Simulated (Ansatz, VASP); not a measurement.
# NbSi in VASP and in Ansatz

INCAR

```
PREC = Accurate
ENCUT = 520
EDIFF = 1E-7
ISMEAR = -1
SIGMA = 0.05
LREAL = False
LASPH = True
NELM = 80
ALGO = Normal
ISIF = 2
LWAVE = False
LCHARG = False
GGA = PE
NBANDS = 16
```

Contents of KPOINTS:

```
regular mesh
0
Gamma
  8 8 8
```

Contents of POSCAR:

```
NbSi
1.0
    3.1979768686      0.0000000000      0.0000000000
    0.0000000000      3.1979768686      0.0000000000
    0.0000000000      0.0000000000      3.1979768686
Nb Si
1 1
Direct
    0.0000000000      0.0000000000      0.0000000000
    0.5000000000      0.5000000000      0.5000000000
```

input.yaml

```yaml
crystal:
  lattice:
    - [3.1979768686, 0.0, 0.0]
    - [0.0, 3.1979768686, 0.0]
    - [0.0, 0.0, 3.1979768686]
  atoms:
    - { symbol: Nb, position: [0.0, 0.0, 0.0] }
    - { symbol: Si, position: [0.5, 0.5, 0.5] }
kpoints:
  mp_grid: { grid: [8, 8, 8] }
scf:
  occupations: { method: fermi_dirac, width: 0.05 }
hamiltonian:
  xc: pbe
  pseudopotentials: { kind: all_electron, lapw: { basis_error: 0.0005 } }
output:
  forces: true
  stress: true
  eigenvalues: true
```

Change from the starting cell: volume scaled by 1.04.

Alike in both runs: task single point; functional PBE; k mesh 8 × 8 × 8; occupations fermi-dirac, width 0.05 eV; no spin polarisation.

|  | VASP | Ansatz |
| --- | --- | --- |
| version | VASP 6.6.1 | Ansatz 0.2.0 |
| potentials or method | VASP PAW PBE potentials, release 64 (Nb_sv, Si) | all-electron LAPW, scalar-relativistic |
| plane-wave cutoff (eV) | 520 | see its input |

```tsv
	VASP	Ansatz	Ansatz less VASP
gap on the k mesh at the Fermi level (eV)	none	none	-
pressure (GPa)	-6.3	-6.1	+0.20
```

A gap of «none» marks a metal or a gap that the smearing closes. Ansatz ran all-electron here, so the differences hold the error of VASP's frozen core and of both bases.
